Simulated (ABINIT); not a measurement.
Crystal: Pb.

```
Pb
1.0
     0.00000    2.47502    2.47502
     2.47502    0.00000    2.47502
     2.47502    2.47502    0.00000
Pb
1
Direct
  0.00000 0.00000 0.00000
```

Base run:

* Program: ABINIT 10.8.3 (patched build)
* Functional: HLE16
* Potentials or basis: JTH PAW PBE v2.0 sp
* Cutoff: 408 eV
* k mesh: 9 × 9 × 9
* Occupations: fermi-dirac, width 0.05 eV
* Spin: no spin polarisation

Its results: band gap on the k mesh none (metal or under the smearing width); pressure -10.3 GPa.

After a change of settings the same cell gave: band gap on the k mesh none (metal or under the smearing width); pressure 6.1 GPa. Which change was it?
A. functional from HLE16 to BLYP
B. functional from HLE16 to LDA-VWN; potentials or basis from JTH PAW PBE v2.0 sp to JTH PAW LDA v2.0 sp
C. functional from HLE16 to revPBE

A.

Caveats: spin-orbit coupling is left out, which moves the levels of the heavy elements; this set keeps more shells in the core, which shifts pressures and gaps; the potentials were made for a functional far from this one (some runs); the potentials were made for another functional, which shifts forces and pressure (some runs); the PAW data sets were made with another functional, which shifts forces and pressure a little (some runs).
